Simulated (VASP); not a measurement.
# HfN (Fm-3m) in VASP: a series of runs

Runs on HfN. Level: AM05. Tasks: relaxation of cell and atoms.

All numbers are computed with VASP 6.6.1; they aren't measurements. Logs are shortened: lines on timing, memory, paths and dates and some standing lists are left out, and cuts for length are marked.

## (1) Starting point

Symmetry: Fm-3m, No. 225, cubic system. Conventional cell: a = 4.512 Å, b = 4.512 Å, c = 4.512 Å, α = 90.00°, β = 90.00°, γ = 90.00°. Hf (site symmetry m-3m) is surrounded by 6 N at 2.26 Å. Around N (site symmetry m-3m) lie 6 Hf at 2.26 Å.

## (2) Relaxation of cell and atoms, AM05

INCAR reads:

```
SYSTEM = HfN
PREC = Accurate
ENCUT = 600
EDIFF = 1E-6
ISMEAR = 1
SIGMA = 0.1
LREAL = .False.
LASPH = .True.
NELM = 80
ALGO = Normal
ISIF = 3
LWAVE = .False.
LCHARG = .False.
GGA = AM
IBRION = 2
NSW = 90
EDIFFG = -0.01
```

KPOINTS reads:

```
Automatic mesh
0
Gamma
  14 14 14
  0 0 0
```

POSCAR reads:

```
HfN
1.0
    0.0000000000      2.2560000000      2.2560000000
    2.2560000000      0.0000000000      2.2560000000
    2.2560000000      2.2560000000      0.0000000000
Hf N
1 1
Direct
    0.0000000000      0.0000000000      0.0000000000
    0.5000000000      0.5000000000      0.5000000000
```

Potentials or basis: VASP PAW PBE potentials, release 64 (Hf_pv, N).

The run is started by

```sh
> cat potpaw_PBE.64/Hf_pv/POTCAR potpaw_PBE.64/N/POTCAR > POTCAR
> mpirun -np 1 vasp_std > vasp.out
```

OUTCAR:

```text
SYSTEM = HfN
   PREC = Accurate
   ENCUT = 600
   EDIFF = 1E-6
   ISMEAR = 1
   LREAL = .False.
   LASPH = .True.
   NELM = 80
   ISIF = 3
   GGA = AM
   IBRION = 2
   NSW = 90
   EDIFFG = -0.01

 ion  position               nearest neighbor table
   1  0.000  0.000  0.000-   2 2.26   2 2.26   2 2.26   2 2.26   2 2.26   2 2.26
   2  0.500  0.500  0.500-   1 2.26   1 2.26   1 2.26   1 2.26   1 2.26   1 2.26

  LATTYP: Found a face centered cubic cell.
 ALAT       =     4.5120000000

  Lattice vectors:

 A1 = (   0.0000000000,   2.2560000000,   2.2560000000)
 A2 = (   2.2560000000,   0.0000000000,   2.2560000000)
 A3 = (   2.2560000000,   2.2560000000,   0.0000000000)

Analysis of symmetry for initial positions (statically):
=====================================================================
 Subroutine PRICEL returns:
 Original cell was already a primitive cell.

 Routine SETGRP: Setting up the symmetry group for a
 face centered cubic supercell.

 Subroutine GETGRP returns: Found 48 space group operations
 (whereof 48 operations were pure point group operations)
 out of a pool of 48 trial point group operations.

The static configuration has the point symmetry O_h .

Analysis of symmetry for dynamics (positions and initial velocities):
=====================================================================
 Subroutine PRICEL returns:
 Original cell was already a primitive cell.

 Routine SETGRP: Setting up the symmetry group for a
 face centered cubic supercell.

 Subroutine GETGRP returns: Found 48 space group operations
 (whereof 48 operations were pure point group operations)
 out of a pool of 48 trial point group operations.

The dynamic configuration has the point symmetry O_h .

 Subroutine INISYM returns: Found 48 space group operations
 (whereof 48 operations are pure point group operations),
 and found     1 'primitive' translations

----------------------------------------------------------------------------------------

                                     Primitive cell

  volume of cell :      22.9640

  direct lattice vectors                    reciprocal lattice vectors
     0.000000000  2.256000000  2.256000000    -0.221631206  0.221631206  0.221631206
     2.256000000  0.000000000  2.256000000     0.221631206 -0.221631206  0.221631206
     2.256000000  2.256000000  0.000000000     0.221631206  0.221631206 -0.221631206

  length of vectors
     3.190465797  3.190465797  3.190465797     0.383876509  0.383876509  0.383876509

  position of ions in fractional coordinates (direct lattice)
     0.000000000  0.000000000  0.000000000
     0.500000000  0.500000000  0.500000000

  ion indices of the primitive-cell ions
   primitive index   ion index
                 1           1
                 2           2

----------------------------------------------------------------------------------------

 KPOINTS: Automatic mesh

Automatic generation of k-mesh.
 Grid dimensions read from file:
 generate k-points for:   14   14   14

 Generating k-lattice:

  Cartesian coordinates                     Fractional coordinates (reciprocal lattice)
    -0.015830800  0.015830800  0.015830800     0.071428571  0.000000000  0.000000000
     0.015830800 -0.015830800  0.015830800     0.000000000  0.071428571  0.000000000
     0.015830800  0.015830800 -0.015830800     0.000000000  0.000000000  0.071428571

  Length of vectors
     0.027419751  0.027419751  0.027419751

  Shift w.r.t. Gamma in fractional coordinates (k-lattice)
     0.000000000  0.000000000  0.000000000

 Subroutine IBZKPT returns following result:
 ===========================================

 Found    104 irreducible k-points:

 Following reciprocal coordinates:
            Coordinates               Weight
  0.000000  0.000000  0.000000      1.000000
  0.071429  0.000000  0.000000      8.000000
  0.142857  0.000000  0.000000      8.000000
  0.214286  0.000000  0.000000      8.000000
  0.285714  0.000000  0.000000      8.000000
  0.357143  0.000000  0.000000      8.000000
[... 16 lines left out ...]
  0.214286  0.142857  0.000000     24.000000
  0.285714  0.142857  0.000000     24.000000
 [... further k-points ...]
   k-points           NKPTS =    104   k-points in BZ     NKDIM =    104   number of bands    NBANDS=     11
   number of dos      NEDOS =    301   number of ions     NIONS =      2
   total plane-waves  NPLWV =  21952
   dimension x,y,z NGX =    28 NGY =   28 NGZ =   28
   dimension x,y,z NGXF=    56 NGYF=   56 NGZF=   56
   ions per type =               1   1
   NGX,Y,Z   is equivalent  to a cutoff of  14.59, 14.59, 14.59 a.u.
   NGXF,Y,Z  is equivalent  to a cutoff of  29.18, 29.18, 29.18 a.u.
 SYSTEM =  HfN
   PREC   = accura    normal or accurate (medium, high low for compatibility)
   ISTART =      0    job   : 0-new  1-cont  2-samecut
   ICHARG =      2    charge: 1-file 2-atom 10-const
   ISPIN  =      1    spin polarized calculation?
   LNONCOLLINEAR =      F non collinear calculations
   LSORBIT =      F    spin-orbit coupling
   LASPH  =      T    aspherical Exc in radial PAW
   ENCUT  =  600.0 eV  44.10 Ry    6.64 a.u.   6.37  6.37  6.37*2*pi/ulx,y,z
   NELM   =     80;   NELMIN=  2; NELMDL= -5     # of ELM steps
   EDIFF  = 0.1E-05   stopping-criterion for ELM
   LREAL  =      F    real-space projection
   EDIFFG = -.1E-01   stopping-criterion for IOM
   NSW    =     90    number of steps for IOM
   IBRION =      2    ionic relax: 0-MD 1-quasi-New 2-CG
   NFREE  =      1    steps in history (QN), initial steepest desc. (CG)
   ISIF   =      3    stress and relaxation
   ISYM   =      2    0-nonsym 1-usesym 2-fastsym
   POTIM  = 0.5000    time-step for ionic-motion
   TEBEG  =    0.0;   TEEND  =   0.0 temperature during run
   PSTRESS=    0.0 pullay stress
   NELECT =      15.0000    total number of electrons
   NUPDOWN=      -1.0000    fix difference up-down
   EMIN   =  10.00;   EMAX   =-10.00  energy-range for DOS
   EFERMI =   0.00;   METHOD = LEGACY
   ISMEAR =     1;   SIGMA  =   0.10  broadening in eV -4-tet -1-fermi 0-gaus
   EFERMI_NEDOS =   21; number of points for ismear=-14 and -15
   IALGO  =     38    algorithm
   IMIX   =      4    mixing-type and parameters
     AMIX     =   0.40;   BMIX     =  1.00
     AMIX_MAG =   1.60;   BMIX_MAG =  1.00
  volume/ion in A,a.u.               =      11.48        77.48
  Fermi-wavevector in a.u.,A,eV,Ry     =   1.420440  2.684242 27.451783  2.017649
  Thomas-Fermi vector in A             =   2.541355
   LORBIT       =      0    0 simple, 1 ext, 2 COOP (PROOUT), +10 PAW based schemes
   GGA     = AM    functional components
   LHFCALC =     F    Hartree Fock is set to
   AEXX    =    0.0000 exact exchange contribution
   IVDW    =     0    specifies the selected vdW correction
   LEPSILON=     F    determine dielectric tensor
   LRPA    =     F    only Hartree local field effects (RPA)
 conjugate gradient relaxation of ions
 non-spin polarized calculation
 Methfessel and Paxton  Order N= 1 SIGMA  =   0.10
  energy-cutoff  :      600.00
  volume of cell :       22.96
 maximum number of plane-waves:       779
 NGX is ok and might be reduce to    28
   NGX = 13   NGY = 13   NGZ = 13

--------------------------------------- Ionic step        1  -------------------------------------------

 number of electron      15.0000002 magnetization

 Free energy of the ion-electron system (eV)
  ---------------------------------------------------
  ext. energy  EPLUGINS =         0.00000000
  ---------------------------------------------------
  free energy    TOTEN  =       -22.50128056 eV

  energy without entropy =      -22.50069509  energy(sigma->0) =      -22.50108541

------------------------ aborting loop because EDIFF is reached ----------------------------------------

  FORCE on cell =-STRESS in cart. coord.  units (eV):
  Direction    XX          YY          ZZ          XY          YZ          ZX
  --------------------------------------------------------------------------------------
  -------------------------------------------------------------------------------------
  Total       -0.7504352     -0.7504352     -0.7504352      0.0000000      0.0000000      0.0000000
  in kB      -52.3572115    -52.3572115    -52.3572115      0.0000000      0.0000000      0.0000000
  external PRESSURE =     -52.3572115 kB  Pullay stress =       0.0000000 kB

 VOLUME and BASIS-vectors are now :
 -----------------------------------------------------------------------------
  energy-cutoff  :      600.00
  volume of cell :       22.96
      direct lattice vectors                 reciprocal lattice vectors
     0.000000000  2.256000000  2.256000000    -0.221631206  0.221631206  0.221631206
     2.256000000  0.000000000  2.256000000     0.221631206 -0.221631206  0.221631206
     2.256000000  2.256000000  0.000000000     0.221631206  0.221631206 -0.221631206
[... 37 lines left out ...]
 POSITION                                       TOTAL-FORCE (eV/Angst)
 -----------------------------------------------------------------------------------
      2.21516      2.21516      0.00000        -0.000000      0.000000     -0.000000
      2.21516      2.21516      2.21516         0.000000     -0.000000      0.000000
 -----------------------------------------------------------------------------------
    total drift:                                0.000000      0.000000      0.000000

  FREE ENERGIE OF THE ION-ELECTRON SYSTEM (eV)
  ---------------------------------------------------
  free  energy   TOTEN  =       -22.4807478683 eV

  energy  without entropy=      -22.4802562370  energy(sigma->0) =      -22.48058399

--------------------------------------- Ionic step        3  -------------------------------------------

 number of electron      15.0000002 magnetization

 Free energy of the ion-electron system (eV)
  ---------------------------------------------------
  ext. energy  EPLUGINS =         0.00000000
  ---------------------------------------------------
  free energy    TOTEN  =       -22.50834528 eV

  energy without entropy =      -22.50779918  energy(sigma->0) =      -22.50816325

 E-fermi :   8.3883     XC(G=0): -13.0039

 val. band max:        8.3652052871   @ k =   0.5000   0.2143   0.0000
 cond. band min:       8.4096924895   @ k =   0.3571   0.1429   0.0714
 fundamental gap:      0.0444872023
 Fermi energy:         8.3883474561

 k-point     1 :       0.0000    0.0000    0.0000
  band No.  band energies     occupation
      1     -22.6018      2.00000
      2     -22.6018      2.00000
      3     -22.6018      2.00000
      4      -9.1367      2.00000
      5       5.3989      2.00000
      6       5.3989      2.00000
      7       5.3989      2.00000
      8       8.0228      2.00000
      9       8.0228      2.00000
     10       8.0228      2.00000
     11      10.4381      0.00000

 k-point     2 :       0.0714    0.0000    0.0000
  band No.  band energies     occupation
      1     -22.6596      2.00000
      2     -22.6065      2.00000
      3     -22.6065      2.00000
      4      -9.0109      2.00000
      5       4.8694      2.00000
      6       5.0820      2.00000
      7       5.0820      2.00000
      8       8.1712      2.00885
      9       8.2036      2.02538
     10       8.2036      2.02538
     11      10.8116      0.00000
[... 295 lines left out ...]
 k-point    24 :       0.2857    0.1429    0.0000
  band No.  band energies     occupation
      1     -23.1327      2.00000
      2     -22.7233      2.00000
      3     -22.7068      2.00000
      4      -7.7931      2.00000
      5       1.5663      2.00000
      6       3.5631      2.00000
      7       3.9540      2.00000
      8       7.3008      2.00000
      9      10.8788      0.00000
     10      10.9926      0.00000
     11      12.4448      0.00000

 [... further k-points ...]

------------------------ aborting loop because EDIFF is reached ----------------------------------------

  FORCE on cell =-STRESS in cart. coord.  units (eV):
  Direction    XX          YY          ZZ          XY          YZ          ZX
  --------------------------------------------------------------------------------------
  -------------------------------------------------------------------------------------
  Total       -0.0081755     -0.0081755     -0.0081755      0.0000000      0.0000000     -0.0000000
  in kB       -0.5810270     -0.5810270     -0.5810270      0.0000000      0.0000000     -0.0000000
  external PRESSURE =      -0.5810270 kB  Pullay stress =       0.0000000 kB

 VOLUME and BASIS-vectors are now :
 -----------------------------------------------------------------------------
  energy-cutoff  :      600.00
  volume of cell :       22.54
      direct lattice vectors                 reciprocal lattice vectors
     0.000000000  2.242156691  2.242156691    -0.222999580  0.222999580  0.222999580
     2.242156691  0.000000000  2.242156691     0.222999580 -0.222999580  0.222999580
     2.242156691  2.242156691  0.000000000     0.222999580  0.222999580 -0.222999580

 POSITION                                       TOTAL-FORCE (eV/Angst)
 -----------------------------------------------------------------------------------
      0.00000      0.00000      0.00000        -0.000000      0.000000      0.000000
      2.24216      2.24216      2.24216         0.000000     -0.000000     -0.000000
 -----------------------------------------------------------------------------------
    total drift:                                0.000000      0.000000      0.000000

  FREE ENERGIE OF THE ION-ELECTRON SYSTEM (eV)
  ---------------------------------------------------
  free  energy   TOTEN  =       -22.5083452817 eV

  energy  without entropy=      -22.5077991766  energy(sigma->0) =      -22.50816325

 reached required accuracy - stopping structural energy minimisation
```

Run time: 37 s. Hardware: 1 thread of Intel Xeon 6975P-C (Granite Rapids), shared host; peak memory 0.19 GiB.

Results:

- Free energy: -22.5083 eV
- Relaxed volume: 11.27 Å³/atom
- Relaxed cell: a = 3.171 Å, b = 3.171 Å, c = 3.171 Å, α = 60.00°, β = 60.00°, γ = 60.00°
- Space group after relaxing (to 0.05 Å): Fm-3m (No. 225)
- Energy gained by relaxing: 3.5 meV/atom
- Ionic steps: 3
- Pressure after relaxing: -0.1 GPa
- Band gap on the k mesh: none (metal or under the smearing width)

Step by step:
| step | energy change (eV) | largest force (eV/Å) | pressure (GPa) | volume (Å³) |
| --- | --- | --- | --- | --- |
| 1 | 0.0000 | 0.0000 | -5.24 | 22.96 |
| 2 | 0.0205 | 0.0000 | 11.43 | 21.74 |
| 3 | -0.0071 | 0.0000 | -0.06 | 22.54 |

Final structure:
```yaml
crystal:
  lattice:
    - [0.00000, 2.24216, 2.24216]
    - [2.24216, 0.00000, 2.24216]
    - [2.24216, 2.24216, 0.00000]
  atoms:
    - { symbol: Hf, position: [0.00000, 0.00000, 0.00000] }
    - { symbol: N, position: [0.50000, 0.50000, 0.50000] }
```

Caveat: the PAW data sets were made with another functional, which shifts forces and pressure a little.

(Continued in part 2 of 2.)
